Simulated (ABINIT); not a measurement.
Au:

```xyz
1
Lattice="-1.6573 1.6573 1.6573 1.6573 -1.6573 1.6573 1.6573 1.6573 -1.6573" Properties=species:S:1:pos:R:3 pbc="T T T"
Au    0.0000    0.0000    0.0000
```

This isn't the form of Au at room conditions, which is fcc.

Base run:

```yaml
Program: ABINIT 10.8.3 (patched build)
Functional: AM05
Potentials_or_basis: JTH PAW PBE v2.0
Cutoff: 653 eV
k_mesh: 11 × 11 × 11
Occupations: fermi-dirac, width 0.05 eV
Spin: no spin polarisation
```

Its results: band gap on the k mesh none (metal or under the smearing width); pressure -8.9 GPa.

Problem. The run is repeated on the same cell with these changes: functional from AM05 to LDA. What comes out?

Solution. Band gap on the k mesh none (metal or under the smearing width); pressure -12.4 GPa.

LDA binds more tightly than AM05, so the same cell stands under less pressure.

Caveats: the PAW data sets were made with another functional, which shifts forces and pressure a little; spin-orbit coupling is left out, which moves the levels of the heavy elements.
